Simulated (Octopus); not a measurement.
Runs of Octopus 16.4 on WC (Qusongite). It takes space group P-6m2 (No. 187, hexagonal). The conventional cell has a = 2.907 Å, b = 2.907 Å, c = 2.837 Å, α = 90.00°, β = 90.00°, γ = 120.00°. Around W (site symmetry -6m2) lie 6 C at 2.20 Å. Around C (site symmetry -6m2) lie 6 W at 2.20 Å. 

```tsv
task	level	potentials or basis	grid spacing	gap on the mesh (eV)	V0 of scaled cells (Å³/atom)	B0 (GPa)
single point	PBEsol	pseudodojo_pbesol (PseudoDojo 0.4, PBEsol)	0.126 × 0.126 × 0.123 Å	none	-	-
equation of state	PBEsol	pseudodojo_pbesol (PseudoDojo 0.4, PBEsol)	-	-	10.30	412
single point	PBE	pseudodojo_pbe (PseudoDojo 0.5, PBE)	0.126 × 0.126 × 0.123 Å	none	-	-
equation of state	PBE	pseudodojo_pbe (PseudoDojo 0.5, PBE)	-	-	10.51	(a)
```

Alike in all rows: no spin polarisation; cell as given; k mesh 10 × 10 × 9; smearing fermi-dirac 0.05 eV.

**Question.** Estimate the missing entries.

**Answer.** (a) 397.

Caveats: the number of grid points is fixed, so the spacing changes with the cell, which shifts volumes and moduli (some runs); the cell was scaled at fixed shape and fractional positions, which overstates the stiffness of a crystal with free parameters, most of all of layers and chains (some runs).

A k mesh can miss the band edges, and the runs leave out spin-orbit coupling on W.

A gap of «none» marks a metal or a gap under the smearing width.

Not every run made on this cell is shown here.
